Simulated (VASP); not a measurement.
Input of a VASP 6.6.1 run:

The input INCAR:

```
SYSTEM = KCl
PREC     = Accurate       ! precision mode
ENCUT    = 520            ! plane-wave cutoff, eV
EDIFF    = 1E-6           ! SCF threshold, eV
ISMEAR   = -1             ! smearing method
SIGMA    = 0.05           ! smearing width, eV
LREAL    = .False.        ! projectors in reciprocal space
LASPH    = .True.         ! aspherical terms in the spheres
NELM     = 100            ! most SCF steps
ALGO     = Normal         ! electronic algorithm
ISIF     = 2              ! what is computed and relaxed
LWAVE    = .False.        ! write WAVECAR
LCHARG   = .True.         ! write CHGCAR
LELF     = .True.         ! ELF
LVHAR    = .True.       
NBANDS   = 15             ! bands
```

KPOINTS

```
Automatic mesh
0
Gamma
  7 7 7
  0 0 0
```

The input POSCAR:

```
KCl
1.0
    0.0000000000      3.1039449222      3.1039449222
    3.1039449222      0.0000000000      3.1039449222
    3.1039449222      3.1039449222      0.0000000000
K Cl
1 1
Direct
    0.0000000000      0.0000000000      0.0000000000
    0.5000000000      0.5000000000      0.5000000000
```

Potentials or basis: VASP PAW LDA potentials, release 64 (K_sv, Cl).

Command:

```console
$ cat potpaw_LDA.64/K_sv/POTCAR potpaw_LDA.64/Cl/POTCAR > POTCAR
$ mpirun -np 1 vasp_std > vasp.out
```

**Question.** Predict the pressure.

**Answer.** -1.3 GPa.

**Question.** What does it give for the band gap on the k mesh?

**Answer.** 4.88 eV, direct.

**Experimental background.**

From a printed reference work, monograph, for a bulk crystal of KCl: band gap 8.68 eV.

Measured gap of KCl: 8.68 eV (a printed reference work, monograph). This calculation gives 4.88 eV (-3.80 eV). The value is that of LDA, without temperature or zero-point motion. Semilocal functionals fall short of measured gaps as a rule.
